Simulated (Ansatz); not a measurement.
Crystal: TiNi.

```xyz
2
Lattice="2.7358 0.0000 0.0000 0.0000 2.7358 0.0000 0.0000 0.0000 3.5814" Properties=species:S:1:pos:R:3 pbc="T T T"
Ni    0.0000    0.0000    0.0000
Ti    1.3679    1.3679    1.7907
```

The cell comes from a database or a generator and needn't be the stable form of this composition.

Alike in all runs: program Ansatz 0.2.0; functional PBEsol; potentials or basis Ansatz PAW; cutoff 420 eV (not typed: the program's choice for these potentials); k mesh 8 × 8 × 6; occupations fermi-dirac, width 0.05 eV.

Q: Only the start or the spin constraint differs. Which run ends lowest in energy?
A. collinear spin, ferromagnetic start of up to 0.25 μB; fixed moment 0.5
B. collinear spin, ferromagnetic start of up to 0.5 μB; fixed moment 1
C. collinear spin, ferromagnetic start of up to 0.75 μB; fixed moment 1.5
D. collinear spin, ferromagnetic start of up to 1 μB; fixed moment 2
E. collinear spin, ferromagnetic start of up to 1.25 μB; fixed moment 2.5
F. collinear spin, program default start; fixed moment 0

A: F.

| start | free energy over the lowest (meV/atom) | net moment (μB) | site or absolute moments (μB) | gap |
| --- | --- | --- | --- | --- |
| collinear spin, program default start; fixed moment 0 | 0.0 | 0.00 | - | - |
| collinear spin, ferromagnetic start of up to 0.75 μB; fixed moment 1.5 | 85.7 | 1.50 | Ni +0.44; Ti +0.79 | - |
| collinear spin, ferromagnetic start of up to 1.5 μB; fixed moment 3 | 576.9 | 3.00 | Ni +1.06; Ti +1.32 | - |
| collinear spin, ferromagnetic start of up to 2 μB; fixed moment 4 | 1284.2 | 4.00 | Ni +1.42; Ti +1.70 | - |
| collinear spin, ferromagnetic start of up to 1 μB; fixed moment 2 | 182.6 | 2.00 | Ni +0.62; Ti +0.99 | - |
| collinear spin, ferromagnetic start of up to 1.25 μB; fixed moment 2.5 | 341.4 | 2.50 | Ni +0.85; Ti +1.14 | - |
| collinear spin, ferromagnetic start of up to 0.25 μB; fixed moment 0.5 | 7.7 | 0.50 | Ni +0.15; Ti +0.28 | - |
| collinear spin, ferromagnetic start of up to 0.5 μB; fixed moment 1 | 30.7 | 1.00 | Ni +0.31; Ti +0.54 | - |

All polarised runs hold their moment fixed, so the table maps the energy against it. A still lower state may exist.

Caveats: the total moment is fixed, so each spin has its own Fermi level.
